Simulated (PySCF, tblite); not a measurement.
# fluoroform (CHF₃): dynamics, then NMR shifts on frames

Aim: move fluoroform (CHF₃) (`FC(F)F`) away from its starting geometry and see how NMR shifts follow the geometry.

Computed with tblite 0.8.0 and PySCF 2.14.0, with density-fitted response routines of our own, on a single molecule in the gas phase. Atoms count from 0, in the outputs and in this text.

## (1) The molecule as given

5 atoms, charge 0, multiplicity 1; geometry from: GFN2-xTB.

Bonds of the start (Å): F0–C1 1.33, C1–F2 1.33, C1–F3 1.33, C1–H4 1.10.

## (2) A short Langevin run with GFN2-xTB

The job: settings as JSON, then the geometry in Å.

```
{"job": {"kind": "md", "xc": "GFN2-xTB", "basis": "xTB", "temperature": 200, "steps": 2000, "every": 50, "frames": 5}, "charge": 0, "multiplicity": 1}
F     -0.901942    -0.816233    -0.481161
C      0.004922    -0.007585     0.054265
F      1.177602    -0.256588    -0.516347
F     -0.336957     1.245821    -0.219503
H      0.064998    -0.162564     1.145561
```

With the program's defaults for keys left out, this is: GFN2-xTB Langevin dynamics, gas phase.

Started as:

```
> OMP_NUM_THREADS=1 python probes_run.py task.json out
```

The driver reads the jobs from task.json and runs them one after another.

The log of the run:

```text
t/fs     T/K      E/eV
    0.0    77.6   -458.40972
   25.0    72.9   -458.34390
   50.0   204.1   -458.37892
   75.0   161.0   -458.32214
  100.0   245.5   -458.36242
  125.0   158.1   -458.33843
  150.0    80.5   -458.31124
  175.0   134.8   -458.31546
  200.0   158.3   -458.35246
  225.0   103.8   -458.28587
  250.0   172.0   -458.34706
  275.0   154.0   -458.33084
  300.0   124.7   -458.34226
  325.0   195.2   -458.34872
  350.0   128.2   -458.35341
  375.0   165.5   -458.35760
  400.0   116.1   -458.34828
  425.0   129.1   -458.35425
  450.0   134.1   -458.32055
  475.0   170.9   -458.34269
  500.0   226.7   -458.33116
  525.0   255.8   -458.29091
  550.0   281.2   -458.35837
  575.0   168.8   -458.31668
  600.0   246.2   -458.35721
  625.0   259.7   -458.36281
  650.0   144.3   -458.34692
  675.0   208.1   -458.38557
  700.0   200.6   -458.36985
  725.0   113.7   -458.37248
  750.0   171.7   -458.32373
  775.0   151.3   -458.38414
  800.0    67.1   -458.35017
  825.0   123.0   -458.36686
  850.0   128.5   -458.36155
  875.0   137.4   -458.34066
  900.0   196.1   -458.38127
  925.0   179.5   -458.37298
  950.0   204.0   -458.36791
  975.0   308.1   -458.37129
 1000.0   269.5   -458.34680
```

Run time: 10 s. Hardware: 1 thread, shared host.

Distance from the start (root mean square after alignment): 0 fs 0.00 Å, 200 fs 0.04 Å, 400 fs 0.04 Å, 600 fs 0.03 Å, 800 fs 0.03 Å, 1000 fs 0.04 Å.

Positions (Å) and forces (eV/Å) at 1000 fs:

```xyz
5

F    -1.685   -0.384   -0.649    0.269    0.016    0.400
C    -0.354   -0.389   -0.706    0.312   -0.128    0.724
F    -0.024   -0.998   -1.815    0.295   -0.300   -0.936
F     0.072    0.876   -0.769   -0.110   -0.321    0.159
H     0.160   -0.961    0.137   -0.766    0.732   -0.346
```

## (3) NMR shieldings: 250 fs, PBE0/pcSseg-1

The job: settings as JSON, then the geometry in Å.

```
{"job": {"kind": "nmr", "xc": "PBE0", "basis": "pcSseg-1", "pop": false}, "charge": 0, "multiplicity": 1}
F     -1.211900    -0.539900    -0.251700
C     -0.094100     0.171300    -0.019200
F      0.896600    -0.297600    -0.754400
F     -0.384500     1.424000    -0.388000
H      0.149500     0.022800     1.018500
```

Level: GIAO PBE0/pcSseg-1 NMR shielding, non-relativistic, gas phase.

The log of the run:

```text
coarse grid: 4968 points
cycle   1  E = -337.7388125822  dE =  5.994e-01  |g| = 8.098e-01  |ddm| = 1.761e+00
cycle   2  E = -337.6404698899  dE =  9.834e-02  |g| = 1.174e+00  |ddm| = 8.247e-01
cycle   3  E = -337.8450134852  dE = -2.045e-01  |g| = 2.748e-02  |ddm| = 4.832e-01
cycle   4  E = -337.8450966190  dE = -8.313e-05  |g| = 1.472e-02  |ddm| = 1.945e-02
cycle   5  E = -337.8451242531  dE = -2.763e-05  |g| = 5.155e-03  |ddm| = 8.529e-03
cycle   6  E = -337.8451277640  dE = -3.511e-06  |g| = 1.176e-03  |ddm| = 2.534e-03
final grid: 51392 points
cycle   7  E = -337.8879764540  dE = -2.993e-05  |g| = 5.448e-03  |ddm| = 1.082e-02
cycle   8  E = -337.8879732640  dE =  3.190e-06  |g| = 7.370e-03  |ddm| = 5.677e-03
cycle   9  E = -337.8879817036  dE = -8.440e-06  |g| = 4.597e-04  |ddm| = 3.061e-03
cycle  10  E = -337.8879817380  dE = -3.442e-08  |g| = 1.435e-04  |ddm| = 3.527e-04
cycle  11  E = -337.8879817408  dE = -2.786e-09  |g| = 5.434e-05  |ddm| = 8.195e-05
cycle  12  E = -337.8879817412  dE = -3.876e-10  |g| = 1.031e-05  |ddm| = 2.622e-05
converged SCF energy = -337.8879817412

GIAO shielding tensors (ppm)
atom      isotropic    diamagn.    paramagn.     s11        s22        s33       span
  0 F      256.173     472.353    -216.180    159.209    261.840    347.471    188.262
  1 C       61.413     236.717    -175.304     45.133     65.740     73.367     28.234
  2 F      265.725     471.780    -206.056    180.777    278.956    337.441    156.664
  3 F      262.095     471.174    -209.079    177.120    259.701    349.462    172.342
  4 H       25.455      27.373      -1.917     22.502     23.784     30.080      7.577
```

Wall time 6.2 s (1 thread, shared host).

Shifts follow as δ = σ(reference) − σ, with reference shieldings (ppm) from runs at the same level and on the same kind of geometry: 1H TMS 31.72, 13C TMS 186.9, 19F CFCl3 170.9. The references are single molecules in the gas phase, so shifts against H2O, NH3, PH3, H3PO4 or CFCl3 are not on the usual liquid scales and can be off by tens of ppm. Each atom is listed at this fixed geometry, with no averaging over motion; a spectrum would average atoms that exchange fast.

```
atoms               environment  σ (ppm)  δ (ppm)
   C1                CF3 carbon     61.4    125.5
   H4  hydrogen on a CF3 carbon    25.46     6.26
   F0   fluorine of a CF3 group    256.2    -85.2
   F3   fluorine of a CF3 group    262.1    -91.1
   F2   fluorine of a CF3 group    265.7    -94.8
```

## (4) Nuclear shieldings: 425 fs, PBE0/pcSseg-1

The job: settings as JSON, then the geometry in Å.

```
{"job": {"kind": "nmr", "xc": "PBE0", "basis": "pcSseg-1", "pop": false}, "charge": 0, "multiplicity": 1}
F     -1.270100    -0.737900    -0.056000
C     -0.252000     0.120000    -0.139500
F      0.608600    -0.318000    -1.072900
F     -0.683700     1.323300    -0.452000
H      0.325600     0.246800     0.818000
```

Level: GIAO PBE0/pcSseg-1 NMR shielding, non-relativistic, gas phase.

The log of the run:

```text
coarse grid: 4968 points
cycle   1  E = -337.7393710119  dE =  5.887e-01  |g| = 8.101e-01  |ddm| = 1.763e+00
cycle   2  E = -337.6415607091  dE =  9.781e-02  |g| = 1.172e+00  |ddm| = 8.198e-01
cycle   3  E = -337.8458561952  dE = -2.043e-01  |g| = 2.714e-02  |ddm| = 4.801e-01
cycle   4  E = -337.8459376228  dE = -8.143e-05  |g| = 1.440e-02  |ddm| = 1.942e-02
cycle   5  E = -337.8459644483  dE = -2.683e-05  |g| = 4.945e-03  |ddm| = 8.507e-03
cycle   6  E = -337.8459676848  dE = -3.237e-06  |g| = 1.211e-03  |ddm| = 2.478e-03
final grid: 51392 points
cycle   7  E = -337.8876970079  dE = -2.424e-05  |g| = 5.125e-03  |ddm| = 9.395e-03
cycle   8  E = -337.8876939690  dE =  3.039e-06  |g| = 7.035e-03  |ddm| = 5.414e-03
cycle   9  E = -337.8877016306  dE = -7.662e-06  |g| = 4.145e-04  |ddm| = 2.914e-03
cycle  10  E = -337.8877016592  dE = -2.859e-08  |g| = 1.380e-04  |ddm| = 3.246e-04
cycle  11  E = -337.8877016618  dE = -2.614e-09  |g| = 5.430e-05  |ddm| = 8.113e-05
cycle  12  E = -337.8877016622  dE = -3.884e-10  |g| = 8.661e-06  |ddm| = 2.549e-05
converged SCF energy = -337.8877016622

GIAO shielding tensors (ppm)
atom      isotropic    diamagn.    paramagn.     s11        s22        s33       span
  0 F      262.861     471.342    -208.480    182.874    258.865    346.845    163.970
  1 C       61.166     238.068    -176.901     44.987     65.917     72.593     27.606
  2 F      257.429     472.457    -215.027    167.869    257.224    347.195    179.326
  3 F      263.920     471.085    -207.165    182.714    275.877    333.170    150.456
  4 H       24.638      26.613      -1.975     21.602     22.654     29.657      8.056
```

Run time: 5.3 s. Hardware: 1 thread, shared host.

In short: δ C1 125.8, F2 -86.5, F0 -91.9, F3 -93.0, H4 7.08 ppm.

## (5) NMR shieldings: 625 fs, PBE0/pcSseg-1

The job: settings as JSON, then the geometry in Å.

```
{"job": {"kind": "nmr", "xc": "PBE0", "basis": "pcSseg-1", "pop": false}, "charge": 0, "multiplicity": 1}
F     -1.422400    -0.890000    -0.830300
C     -0.204200    -0.300100    -0.726400
F      0.582100    -0.705900    -1.739300
F     -0.388100     1.030700    -0.844900
H      0.265900    -0.568800     0.207600
```

Level: GIAO PBE0/pcSseg-1 NMR shielding, non-relativistic, gas phase.

The log of the run:

```text
coarse grid: 4968 points
cycle   1  E = -337.7342100901  dE =  5.282e-01  |g| = 8.235e-01  |ddm| = 1.746e+00
cycle   2  E = -337.6188983657  dE =  1.153e-01  |g| = 1.230e+00  |ddm| = 8.591e-01
cycle   3  E = -337.8462245469  dE = -2.273e-01  |g| = 2.677e-02  |ddm| = 5.078e-01
cycle   4  E = -337.8463133188  dE = -8.877e-05  |g| = 1.266e-02  |ddm| = 1.892e-02
cycle   5  E = -337.8463349213  dE = -2.160e-05  |g| = 3.495e-03  |ddm| = 7.449e-03
cycle   6  E = -337.8463365118  dE = -1.591e-06  |g| = 1.383e-03  |ddm| = 2.047e-03
final grid: 51392 points
cycle   7  E = -337.8891657642  dE = -2.771e-05  |g| = 5.844e-03  |ddm| = 1.079e-02
cycle   8  E = -337.8891615763  dE =  4.188e-06  |g| = 8.104e-03  |ddm| = 6.176e-03
cycle   9  E = -337.8891718518  dE = -1.028e-05  |g| = 4.893e-04  |ddm| = 3.367e-03
cycle  10  E = -337.8891718913  dE = -3.954e-08  |g| = 1.499e-04  |ddm| = 3.721e-04
cycle  11  E = -337.8891718944  dE = -3.098e-09  |g| = 5.915e-05  |ddm| = 8.950e-05
cycle  12  E = -337.8891718949  dE = -4.597e-10  |g| = 1.294e-05  |ddm| = 2.924e-05
converged SCF energy = -337.8891718949

GIAO shielding tensors (ppm)
atom      isotropic    diamagn.    paramagn.     s11        s22        s33       span
  0 F      251.467     471.058    -219.591    154.375    252.104    347.922    193.546
  1 C       56.923     239.599    -182.676     40.857     63.342     66.572     25.715
  2 F      254.708     470.501    -215.792    160.948    262.274    340.903    179.955
  3 F      254.508     472.257    -217.749    162.161    256.310    345.053    182.892
  4 H       25.306      28.068      -2.762     22.853     23.407     29.660      6.807
```

It took 5.5 s on 1 thread, shared host.

Key values: δ C1 130.0, F0 -80.5, F3 -83.6, F2 -83.8, H4 6.41 ppm.

## (6) NMR shieldings: 800 fs, PBE0/pcSseg-1

The job: settings as JSON, then the geometry in Å.

```
{"job": {"kind": "nmr", "xc": "PBE0", "basis": "pcSseg-1", "pop": false}, "charge": 0, "multiplicity": 1}
F     -1.597700    -0.914900    -1.014400
C     -0.391900    -0.472600    -0.984100
F      0.355700    -1.211300    -1.818300
F     -0.407300     0.788300    -1.404900
H      0.027600    -0.448600     0.017500
```

With the program's defaults for keys left out, this is: GIAO PBE0/pcSseg-1 NMR shielding, non-relativistic, gas phase.

The log of the run:

```text
coarse grid: 4968 points
cycle   1  E = -337.7468016555  dE =  6.653e-01  |g| = 7.990e-01  |ddm| = 1.773e+00
cycle   2  E = -337.6616047198  dE =  8.520e-02  |g| = 1.128e+00  |ddm| = 7.962e-01
cycle   3  E = -337.8483321936  dE = -1.867e-01  |g| = 3.050e-02  |ddm| = 4.628e-01
cycle   4  E = -337.8484119352  dE = -7.974e-05  |g| = 2.003e-02  |ddm| = 2.195e-02
cycle   5  E = -337.8484642079  dE = -5.227e-05  |g| = 5.519e-03  |ddm| = 1.043e-02
cycle   6  E = -337.8484681820  dE = -3.974e-06  |g| = 9.657e-04  |ddm| = 2.604e-03
final grid: 51392 points
cycle   7  E = -337.8876992485  dE = -2.000e-05  |g| = 4.612e-03  |ddm| = 9.702e-03
cycle   8  E = -337.8876976869  dE =  1.562e-06  |g| = 5.862e-03  |ddm| = 5.049e-03
cycle   9  E = -337.8877031657  dE = -5.479e-06  |g| = 5.988e-04  |ddm| = 2.600e-03
cycle  10  E = -337.8877032198  dE = -5.413e-08  |g| = 9.978e-05  |ddm| = 3.707e-04
cycle  11  E = -337.8877032209  dE = -1.135e-09  |g| = 5.012e-05  |ddm| = 5.801e-05
cycle  12  E = -337.8877032213  dE = -3.292e-10  |g| = 6.875e-06  |ddm| = 2.261e-05
converged SCF energy = -337.8877032213

GIAO shielding tensors (ppm)
atom      isotropic    diamagn.    paramagn.     s11        s22        s33       span
  0 F      277.965     469.409    -191.443    210.004    293.312    330.580    120.576
  1 C       65.453     241.677    -176.224     49.520     71.296     75.543     26.023
  2 F      262.904     470.555    -207.650    174.309    257.907    356.497    182.187
  3 F      263.396     472.633    -209.236    173.272    269.279    347.638    174.367
  4 H       25.463      28.749      -3.287     22.570     23.409     30.409      7.838
```

Wall time 4.9 s (1 thread, shared host).

In short: δ C1 121.5, F2 -92.0, F3 -92.5, F0 -107.0, H4 6.25 ppm.

## (7) Nuclear shieldings: 1000 fs, PBE0/pcSseg-1

The job: settings as JSON, then the geometry in Å.

```
{"job": {"kind": "nmr", "xc": "PBE0", "basis": "pcSseg-1", "pop": false}, "charge": 0, "multiplicity": 1}
F     -1.684500    -0.384300    -0.648900
C     -0.353900    -0.389300    -0.706100
F     -0.023900    -0.997500    -1.815000
F      0.071600     0.876000    -0.769400
H      0.160200    -0.961300     0.136900
```

With the program's defaults for keys left out, this is: GIAO PBE0/pcSseg-1 NMR shielding, non-relativistic, gas phase.

The log of the run:

```text
coarse grid: 4968 points
cycle   1  E = -337.7398830077  dE =  6.130e-01  |g| = 8.140e-01  |ddm| = 1.758e+00
cycle   2  E = -337.6438684995  dE =  9.601e-02  |g| = 1.171e+00  |ddm| = 8.245e-01
cycle   3  E = -337.8469688025  dE = -2.031e-01  |g| = 2.661e-02  |ddm| = 4.807e-01
cycle   4  E = -337.8470447254  dE = -7.592e-05  |g| = 1.462e-02  |ddm| = 1.880e-02
cycle   5  E = -337.8470719012  dE = -2.718e-05  |g| = 5.076e-03  |ddm| = 8.544e-03
cycle   6  E = -337.8470753187  dE = -3.417e-06  |g| = 1.120e-03  |ddm| = 2.485e-03
final grid: 51392 points
cycle   7  E = -337.8870288226  dE = -2.054e-05  |g| = 4.288e-03  |ddm| = 8.767e-03
cycle   8  E = -337.8870271053  dE =  1.717e-06  |g| = 5.660e-03  |ddm| = 4.645e-03
cycle   9  E = -337.8870322411  dE = -5.136e-06  |g| = 4.463e-04  |ddm| = 2.411e-03
cycle  10  E = -337.8870322725  dE = -3.142e-08  |g| = 1.076e-04  |ddm| = 3.146e-04
cycle  11  E = -337.8870322740  dE = -1.464e-09  |g| = 4.399e-05  |ddm| = 6.187e-05
cycle  12  E = -337.8870322742  dE = -2.537e-10  |g| = 7.443e-06  |ddm| = 2.088e-05
converged SCF energy = -337.8870322742

GIAO shielding tensors (ppm)
atom      isotropic    diamagn.    paramagn.     s11        s22        s33       span
  0 F      259.067     470.957    -211.891    177.932    250.975    348.294    170.363
  1 C       62.198     238.115    -175.917     47.917     65.938     72.738     24.821
  2 F      262.780     469.736    -206.956    182.673    273.779    331.888    149.216
  3 F      257.635     473.120    -215.485    172.499    251.349    349.059    176.560
  4 H       24.345      26.189      -1.844     21.278     22.186     29.570      8.292
```

Run time: 4.2 s. Hardware: 1 thread, shared host.

This run: δ C1 124.7, F3 -86.7, F0 -88.1, F2 -91.8, H4 7.37 ppm.

## (8) Comparing the runs: NMR shifts

Shifts (ppm), with basis size and wall time:

```
  frame     C1    H4      F0     F3     F2  functions   time
 250 fs  125.5  6.26   -85.2  -91.1  -94.8         73  6.2 s
 425 fs  125.8  7.08   -91.9  -93.0  -86.5         73  5.3 s
 625 fs  130.0  6.41   -80.5  -83.6  -83.8         73  5.5 s
 800 fs  121.5  6.25  -107.0  -92.5  -92.0         73  4.9 s
1000 fs  124.7  7.37   -88.1  -86.7  -91.8         73  4.2 s
```

## (9) Summary of results

| quantity | value |
| --- | --- |
| thermostat | 200 K |
| mean temperature, second half | 192 K |
| mean potential energy above the minimum | 0.05 eV |
| 13C shifts against TMS (PBE0/pcSseg-1, 250 fs) | 125.5 ppm |
| 1H shifts against TMS (PBE0/pcSseg-1, 250 fs) | 6.26 ppm |
| 19F shifts against CFCl3 (PBE0/pcSseg-1, 250 fs) | -85.2, -91.1, -94.8 ppm |
| range of the shift of F0 | -107.0 to -80.5 ppm |

In words: In the second half the potential energy averages 0.05 eV above the minimum; equipartition over 9 harmonic modes at 200 K would give 0.08 eV. With 5 atoms the temperature swings widely (67 to 308 K). Shifts at one fixed geometry are not the observed spectrum, which averages over the motion. In the first frame run (250 fs): The widest tensor belongs to F0: span 188 ppm, with a paramagnetic part of -216 ppm. Across the 5 runs the shift of F0 moves most, between -107.0 (800 fs) and -80.5 ppm (625 fs).
